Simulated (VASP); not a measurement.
The system is ZrH2.

```
CELL_PARAMETERS angstrom
2.85324 0.00000 0.00000
0.00000 2.85324 0.00000
0.00000 0.00000 3.59738
ATOMIC_POSITIONS crystal
Zr 0.50000 0.50000 0.50000
H 0.00000 0.00000 0.50000
H 0.00000 0.00000 0.00000
```

The cell was built by a generator and needn't be a form met in nature.

The cell isn't the ideal one: random cell by space group and Wyckoff sites (P4/mmm, No. 123).

```yaml
Program: VASP 6.6.1
Task: relaxation of cell and atoms
Functional: PBE
Potentials_or_basis: VASP PAW PBE potentials, release 64 (Zr_sv, H)
Cutoff: 600 eV
k_mesh: 6 × 6 × 6
Occupations: gaussian, width 0.1 eV
Spin: no spin polarisation
```

At the start: pressure 7.0 GPa; volume 9.76 Å³/atom.

Task: How do energy, volume and symmetry change on relaxing?

Result: Over 9 steps the energy falls by 101.7 meV/atom and the volume is 9.40 Å³/atom (-3.7 %); space group P4/mmm (No. 123, to 0.05 Å).

Step by step:
```csv
step,energy change (eV),largest force (eV/Å),pressure (GPa),volume (Å³)
1,0.0000,0.0000,7.01,29.29
2,-0.1961,0.0000,-4.24,31.07
3,-0.2017,0.0000,-5.92,31.40
4,-0.2711,0.0000,-4.26,30.05
5,-0.3003,0.0000,-2.38,28.86
6,-0.3016,0.0000,-1.65,28.49
7,-0.3017,0.0000,-1.80,28.56
8,-0.3048,0.0000,0.62,28.07
9,-0.3052,0.0000,-0.03,28.19
```

Final structure:
```yaml
crystal:
  lattice:
    - [2.99131, 0.00000, 0.00000]
    - [0.00000, 2.99131, 0.00000]
    - [0.00000, 0.00000, 3.15089]
  atoms:
    - { symbol: Zr, position: [0.50000, 0.50000, 0.50000] }
    - { symbol: H, position: [0.00000, 0.00000, 0.50000] }
    - { symbol: H, position: [0.00000, 0.00000, 0.00000] }
```

Caveat: the k mesh is coarse (spacing up to 0.37 Å⁻¹), so the values aren't converged.
